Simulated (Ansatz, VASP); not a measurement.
# Two plane-wave programs on Os

INCAR

```
SYSTEM = Os
PREC = Accurate
ENCUT = 520
EDIFF = 1E-7
ISMEAR = -1
SIGMA = 0.1
LREAL = .FALSE.
LASPH = .TRUE.
NELM = 80
ALGO = Normal
ISIF = 2
LWAVE = .FALSE.
LCHARG = .FALSE.
GGA = RE
NBANDS = 10
```

KPOINTS

```
regular mesh
0
G
  16 16 16
  0 0 0
```

Contents of POSCAR:

```
Os
1.0
   -1.5504257626      1.5504257626      1.5504257626
    1.5504257626     -1.5504257626      1.5504257626
    1.5504257626      1.5504257626     -1.5504257626
Os
1
Direct
    0.0000000000      0.0000000000      0.0000000000
```

Input for Ansatz:

```yaml
crystal:
  lattice:
    - [-1.5504257626, 1.5504257626, 1.5504257626]
    - [1.5504257626, -1.5504257626, 1.5504257626]
    - [1.5504257626, 1.5504257626, -1.5504257626]
  atoms:
    - { symbol: Os, position: [0.0, 0.0, 0.0] }
hamiltonian:
  xc: revpbe
  pseudopotentials:
    kind: paw
    azcp:
      Os: "pseudopotentials/Os.paw.azcp"
basis:
  ecutwfc: 420
  fft_grid_basis: typed
kpoints:
  mp_grid: { grid: [16, 16, 16], shift: [0, 0, 0] }
magnetization:
  spin_polarized: false
scf:
  occupations: { method: fermi_dirac, width: 0.1 }
  lower_state_search: "off"
output:
  stress: true
  write_density: true
  write_potential: true
  elf: true
  volumetric_format: npy
```

Alike in both runs: task single point; functional revPBE; k mesh 16 × 16 × 16; occupations fermi-dirac, width 0.1 eV; no spin polarisation.

|  | VASP | Ansatz |
| --- | --- | --- |
| version | VASP 6.6.1 | Ansatz 0.2.0 |
| potentials or method | VASP PAW PBE potentials, release 64 (Os) | plane waves (420 eV) with PAW, scalar-relativistic |
| plane-wave cutoff (eV) | 520 | 420 |
| valence electrons in the cell | 8 | 16 |

```csv
,VASP,Ansatz,Ansatz less VASP
pressure (GPa),-0.1,0.0,+0.12
```

The two sets of potentials don't hold the same shells in valence.

Caveats: the PAW data sets were made with another functional, which shifts forces and pressure a little (VASP). The runs have no spin-orbit coupling, so splittings on Os are missing.
